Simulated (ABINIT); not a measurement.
**InP (F-43m): third-order response**

Wanted: vibrational spectra of InP (F-43m) from linear and non-linear response.

Method: DFT LDA, scalar-relativistic, plane waves, PseudoDojo norm-conserving pseudopotentials, in ABINIT 10.8.3.

The experiments to compare with:

For InP, zinc blende (bulk InP reference crystal), “Universal growth of ultra-thin III–V semiconductor single crystals” (2020, pmc:7414113) gives, by Raman, 532 nm excitation: Raman mode (TO, bulk) 306 cm⁻¹ [bulk reference spectrum shown in the supplement; assignment to TO implied by order].

Report form: the programs' logs are mostly left out.

The database entry behind the starting cell differs from later determinations by our own check (0.1 to 0.3 % short, probably kX units), so it need not match the best structure at ambient conditions.

### Step 1. The structure

It takes space group F-43m (No. 216, cubic). Conventional cell: a = 5.861 Å, b = 5.861 Å, c = 5.861 Å, α = 90.00°, β = 90.00°, γ = 90.00°. In has 4 P at 2.54 Å nearest. P has 4 In at 2.54 Å nearest. Farther neighbours are not listed.

### Step 2. A probe with smearing

A first run with smearing and empty bands tells whether the crystal has a gap, which decides between fixed occupations and smearing later on.

probe.abi

```
# ground state
tolvrs 1.0d-08
prtden 1
prtwf 1

# basis, mesh and filling
ecut 31.0
ngkpt 6 6 6
nshiftk 1
shiftk 0.0 0.0 0.0
istwfk *1
occopt 7
tsmear 0.005
nband 15
nstep 100
diemac 9.0
prtebands 0
prtgsr 0

# cell and atoms
acell 7.83169184 7.83169184 7.83169184
rprim 
    -0.7071067812 0.0 0.7071067812
    0.0 0.7071067812 0.7071067812
    -0.7071067812 0.7071067812 0.0
ntypat 2
znucl 49 15
natom 2
typat 1 2
xred 
    0.0 0.0 0.0
    0.25 0.25 0.25
pp_dirpath "./pseudo"
pseudos "In.upf, P.upf"
```

Run with:

```
> OMP_NUM_THREADS=1 mpirun -n 4 abinit probe.abi > probe.log
```

Run time: 8.5 s. Hardware: 4 MPI ranks of Arm Neoverse V1, shared host; 34 s of CPU time.

Numbers from this step:

```yaml
volume_per_atom: 25.17 Å³
pressure: -1.921 GPa
gap_on_the_k_mesh: 0.4833 eV
```

A gap of 0.48 eV opens on this mesh, so the crystal is taken as an insulator; the printed pressure holds the stress of the finite basis too.

### Step 3. Relaxation

The harmonic expansion needs vanishing forces, and a free crystal bears no stress, so cell and atoms are brought to rest. Stress is more sensitive to the basis than forces are: the last 3 Ha under the cutoff are smoothed with ecutsm, and the cutoff is raised above that of the later runs.

relax.abi

```
# relaxation
ionmov 2
optcell 2
dilatmx 1.08
ntime 40
tolmxf 1.0d-05
tolvrs 1.0d-14
prtwf 0
prtden 0
chksymtnons 0

# basis, mesh and filling
ecut 39.0
ecutsm 3.0
ngkpt 10 10 10
nshiftk 1
shiftk 0.0 0.0 0.0
istwfk *1
occopt 1
nband 9
nstep 100
diemac 9.0
prtebands 0
prtgsr 0

# cell and atoms
acell 7.83169184 7.83169184 7.83169184
rprim 
    -0.7071067812 0.0 0.7071067812
    0.0 0.7071067812 0.7071067812
    -0.7071067812 0.7071067812 0.0
ntypat 2
znucl 49 15
natom 2
typat 1 2
xred 
    0.0 0.0 0.0
    0.25 0.25 0.25
pp_dirpath "./pseudo"
pseudos "In.upf, P.upf"
```

Run with:

```
> OMP_NUM_THREADS=1 mpirun -n 4 abinit relax.abi > relax.log
```

The job ended after 1.7 min (4 MPI ranks).

Relaxation path:

| step | energy less that of the first step (eV) | largest force (eV/Å) | volume (Å³) |
| --- | --- | --- | --- |
| 1 | 0.0000 | 0.0000 | 50.33 |
| 2 | -0.0015 | 0.0000 | 50.13 |
| 3 | -0.0041 | 0.0000 | 49.34 |
| 4 | -0.0041 | 0.0000 | 49.36 |

| conventional cell, symmetrised | before | after | change |
| --- | --- | --- | --- |
| a (Å) | 5.861 | 5.823 | -0.6 % |
| b (Å) | 5.861 | 5.823 | -0.6 % |
| c (Å) | 5.861 | 5.823 | -0.6 % |
| volume (Å³/atom) | 25.17 | 24.68 | -1.9 % |

The relaxed structure:

```xyz
2
Lattice="-2.9115 0.0000 2.9115 0.0000 2.9115 2.9115 -2.9115 2.9115 0.0000" Properties=species:S:1:pos:R:3 pbc="T T T"
In    0.0000    0.0000    0.0000
P    -1.4557    1.4557    1.4557
```

This step gave:

```
volume per atom : 24.68 Å³
pressure        : -7.64e-4 GPa
```

The volume changes by -1.9 % in this run and stands -1.9 % from the first cell.

### Step 4. Self-consistent run for the response

First-order wavefunctions inherit every error of the ground state, hence the very tight tolvrs. The mesh is shifted off Γ, since shifted meshes converge sums over the zone faster.

gs.abi

```
# ground state
tolvrs 1.0d-16
prtden 1
prtwf 1

# basis, mesh and filling
ecut 31.0
ngkpt 8 8 8
nshiftk 4
shiftk 
    0.5 0.5 0.5
    0.5 0.0 0.0
    0.0 0.5 0.0
    0.0 0.0 0.5
istwfk *1
occopt 1
nband 9
nstep 100
diemac 9.0
prtebands 0
prtgsr 0

# cell and atoms
acell 7.78086189 7.78086189 7.78086189
rprim 
    -0.7071067812 0.0 0.7071067812
    0.0 0.7071067812 0.7071067812
    -0.7071067812 0.7071067812 0.0
ntypat 2
znucl 49 15
natom 2
typat 1 2
xred 
    0.0 0.0 0.0
    0.25 0.25 0.25
pp_dirpath "./pseudo"
pseudos "In.upf, P.upf"
```

Run with:

```
> OMP_NUM_THREADS=1 mpirun -n 4 abinit gs.abi > gs.log
```

Run time: 33 s. Hardware: 4 MPI ranks; 2.2 min of CPU time.

Numbers from this step:

| Property | Result |
| --- | --- |
| pressure | -0.5762 GPa |

The cell stands at -0.58 GPa: the relaxation ran with a smoothed and higher cutoff and on another k mesh.

### Step 5. The gap at rest

Empty bands on the ground state's density check that the gap assumed so far is there in this cell.

gap.abi

```
# empty bands on the ground state's density
iscf -2
getden_filepath "gso_DEN"
tolwfr 1.0d-12
nbdbuf 2
prtwf 0

# basis, mesh and filling
ecut 31.0
ngkpt 12 12 12
nshiftk 1
shiftk 0.0 0.0 0.0
istwfk *1
occopt 1
nband 13
nstep 100
diemac 9.0
prtebands 0
prtgsr 0

# cell and atoms
acell 7.78086189 7.78086189 7.78086189
rprim 
    -0.7071067812 0.0 0.7071067812
    0.0 0.7071067812 0.7071067812
    -0.7071067812 0.7071067812 0.0
ntypat 2
znucl 49 15
natom 2
typat 1 2
xred 
    0.0 0.0 0.0
    0.25 0.25 0.25
pp_dirpath "./pseudo"
pseudos "In.upf, P.upf"
```

Run with:

```
> OMP_NUM_THREADS=1 mpirun -n 4 abinit gap.abi > gap.log
```

Wall time 19 s (4 MPI ranks); 74 s of CPU time.

This step gave:

```yaml
gap_on_the_k_mesh: 0.5943 eV
```

In this cell the gap on the mesh is 0.59 eV, direct, so fixed occupations hold.

### Step 6. Linear response at Γ

The derivative of the wavefunctions by k comes first, since the response to a field is built on it; then the field and the displacements that symmetry doesn't supply are solved at q = 0. By the 2n+1 theorem the first-order wavefunctions also give third derivatives: Raman tensors and the non-linear susceptibility.

It reads the wavefunctions written in step 4.

dfpt_gamma.abi

```
ndtset 3

# common to the responses
getwfk_filepath "gso_WFK"
kptopt 2
nqpt 1
qpt 0.0 0.0 0.0
asr 0
chneut 0

# d/dk
rfelfd1 2
rfdir1 1 1 1
iscf1 -3
tolwfr1 1.0d-20

# displacements, field
rfphon2 1
rfatpol2 1 2
rfdir2 1 1 1
rfelfd2 3
getddk2 1
tolvrs2 1.0d-10
prepanl2 1
prtden2 1

# third order
optdriver3 5
getden_filepath3 "gso_DEN"
get1den3 2
get1wf3 2
getddk3 1
d3e_pert1_elfd3 1
d3e_pert1_phon3 1
d3e_pert1_atpol3 1 2
d3e_pert1_dir3 1 1 1
d3e_pert2_elfd3 1
d3e_pert2_dir3 1 1 1
d3e_pert3_elfd3 1
d3e_pert3_dir3 1 1 1
usepead3 1
tolvrs3 1.0d-10

# basis, mesh and filling
ecut 31.0
ngkpt 8 8 8
nshiftk 4
shiftk 
    0.5 0.5 0.5
    0.5 0.0 0.0
    0.0 0.5 0.0
    0.0 0.0 0.5
istwfk *1
occopt 1
nband 9
nstep 100
diemac 9.0
prtebands 0
prtgsr 0

# cell and atoms
acell 7.78086189 7.78086189 7.78086189
rprim 
    -0.7071067812 0.0 0.7071067812
    0.0 0.7071067812 0.7071067812
    -0.7071067812 0.7071067812 0.0
ntypat 2
znucl 49 15
natom 2
typat 1 2
xred 
    0.0 0.0 0.0
    0.25 0.25 0.25
pp_dirpath "./pseudo"
pseudos "In.upf, P.upf"
```

Run with:

```
> OMP_NUM_THREADS=1 mpirun -n 4 abinit dfpt_gamma.abi > dfpt_gamma.log
```

The job ended after 67 min (4 MPI ranks; 4.5 h of CPU time).

This step gave:

| Property | Result |
| --- | --- |
| miss of the charge sum rule | 0.004993 e |
| largest acoustic frequency at the zone centre before the sum rule | 0.36 cm⁻¹ |
| highest optical zone-centre mode (no LO-TO term) | 304.1 cm⁻¹ |
| lowest optical zone-centre mode | 304.1 cm⁻¹ |
| mean high-frequency dielectric constant | 11.53 |
| largest Born charge in size (third of the trace) | 2.462 e |

Born charge (rows field, columns displacement), before the sum rule (e), principal values of the symmetric part by kind of site:

| atom | atoms with these values | low | middle | high | mean |
| --- | --- | --- | --- | --- | --- |
| In1 | 1 | 2.46 | 2.46 | 2.46 | 2.46 |
| P2 | 1 | -2.46 | -2.46 | -2.46 | -2.46 |

In full for In1:

```
2.46 0.00 0.00
0.00 2.46 0.00
0.00 0.00 2.46
```

High-frequency dielectric tensor:

```
11.53  0.00  0.00
 0.00 11.53  0.00
 0.00  0.00 11.53
```

The acoustic modes at Γ come out as far as 0.4 cm⁻¹ from zero, where they should vanish, a small numerical error; the Born charges miss their sum rule by 0.0050 e, which is good.

### Step 7. Modes with the sum rule

anaddb reads the merged derivatives, imposes the acoustic sum rule and charge neutrality, and adds the LO-TO term along chosen directions.

anaddb.abi

```
ddb_filepath "gamma_DDB"
output_file "anaddb.abo"
outdata_prefix "anaddb"
asr 1
chneut 1
enunit 2
eivec 1
nph1l 1
qph1l 0.0 0.0 0.0 1.0
dieflag 1
nph2l 3
qph2l 
    1.0 0.0 0.0 0.0
    0.0 0.0 1.0 0.0
    1.0 1.0 1.0 0.0
nlflag 1
ramansr 1
alphon 1
prtmbm 1
```

mrgddb.in

```
gamma_DDB
merged
3
dfpt_gammao_DS2_DDB
dfpt_gammao_DS3_DDB
gso_DDB
```

Run with:

```
> mrgddb < mrgddb.in > mrgddb.log
> OMP_NUM_THREADS=1 anaddb anaddb.abi > anaddb.log
```

It took 0.78 s on 1 thread.

Numbers from this step:

- mean static dielectric constant: 14.21
- highest mode moved by the LO-TO term: 337.6 cm⁻¹

No LO-TO term; unit eigenvectors of the mass-weighted matrix, from anaddb's displacements. Modes at Γ, with each element's share of the kinetic energy:

| mode | frequency (cm⁻¹) | symmetry | In % | P % |
| --- | --- | --- | --- | --- |
| 1 | 0.0 | acoustic | 79 | 21 |
| 2 | 0.0 | acoustic | 79 | 21 |
| 3 | 0.0 | acoustic | 79 | 21 |
| 4 | 304.1 | T2 | 21 | 79 |
| 5 | 304.1 | T2 | 21 | 79 |
| 6 | 304.1 | T2 | 21 | 79 |

Displacements in mode 4 (304.1 cm⁻¹), the largest set to 1:
```
In1  0.00  0.00 -0.27
P2   0.00  0.00  1.00
```

Trace of the oscillator strength, degenerate modes summed. Infrared lines, with heights relative to the strongest:

| position (cm⁻¹) | lines merged | IR intensity, relative |
| --- | --- | --- |
| 304 | 3 | 100 |

From anaddb's Raman susceptibilities, degenerate modes summed; transverse modes, the longitudinal lines of polar modes are not listed. Raman lines, with heights relative to the strongest:

| position (cm⁻¹) | lines merged | Raman activity (Å⁴/amu), powder, relative |
| --- | --- | --- |
| 304 | 3 | 100 |

Static dielectric tensor (ions relaxed, fixed cell):

```
14.21  0.00  0.00
 0.00 14.21  0.00
 0.00  0.00 14.21
```

Non-linear optical d (pm/V). Tensor:

| field along | xx | yy | zz | yz | xz | xy |
| --- | --- | --- | --- | --- | --- | --- |
| x | 0 | 0 | 0 | -93.72 | 0 | 0 |
| y | 0 | 0 | 0 | 0 | -93.72 | 0 |
| z | 0 | 0 | 0 | 0 | 0 | -93.72 |

The rule moves no optical mode by more than 0.1 cm⁻¹.

### Step 8. Sum rules set otherwise (asr 0)

Without the rule the raw error of the acoustic modes shows.

Changes to anaddb.abi since step 7:

```diff
@@ -3,4 +3,4 @@
 outdata_prefix "anaddb"
-asr 1
-chneut 1
+asr 0
+chneut 0
 enunit 2
```

mrgddb.in is that of step 7.

Wall time 0.77 s (1 thread).

Zone-centre frequencies as printed; negative means imaginary. Modes:

| mode | frequency (cm⁻¹) |
| --- | --- |
| 1 | 0.36 |
| 2 | 0.36 |
| 3 | 0.36 |
| 4 | 304.1 |
| 5 | 304.1 |
| 6 | 304.1 |

### Step 9. What came out

- space group after relaxation: F-43m
- volume per atom: 24.7 Å³
- highest optical zone-centre mode (no LO-TO term): 304.1 cm⁻¹
- highest mode moved by the LO-TO term: 337.6 cm⁻¹
- mean high-frequency dielectric constant: 11.5
- largest Born charge in size (third of the trace): 2.46 e
- mean static dielectric constant: 14.2
- imaginary optical modes at the zone centre (no q mesh in this session): none

What this shows: The largest Raman activity of InP (F-43m) lies at 304 cm⁻¹ and the strongest infrared line at 304 cm⁻¹ (transverse modes). At the LDA level the optical modes of InP (F-43m) at the zone centre (no LO-TO term) lie at 304 cm⁻¹. The base run prints -0.58 GPa, mostly the error of a finite basis; the relaxation, with a smoothed and higher cutoff, had brought the cell to rest. Along the directions run, the highest mode that the macroscopic field moves lies at 338 cm⁻¹. Lattice motion raises the mean dielectric constant from 11.53 to 14.21. The Raman intensities rest on static tensors of the transverse modes; green light lies near or above this gap, where resonance changes them. The Born charge of In is 2.457 e against a formal charge of +3, somewhat under it. The Lyddane-Sachs-Teller relation holds: (ωLO/ωTO)² is 1.23 and ε₀/ε∞ is 1.23. These are harmonic frequencies at zero temperature: anharmonic shifts and linewidths and thermal expansion are left out.

Comparison with the measured values:

| quantity | measured | LDA PseudoDojo norm-conserving, ABINIT |
| --- | --- | --- |
| Raman mode, TO, bulk (cm⁻¹) | 306 | 304 (-0.6 %) |

Measured values from pmc:7414113 (2020).

**Verdict.** The Raman mode is off by -0.6 %: good agreement. The grades are ours: good and fair within 3 and 7 % for the Raman mode. For Raman mode the calculation has a static lattice, without zero-point motion or thermal expansion.

[Host names and launcher messages were left out of these logs when they were recorded.]

[Logs are printed without paths, hosts, clocks, repeated set-up lines and the standing remarks that a program may print on its own settings, such as how far it seeks lower states.]

[Hosts, paths, dates, database ids (printed as entryN), source tags and the programs' standing remarks are cut or masked in the printed files.]
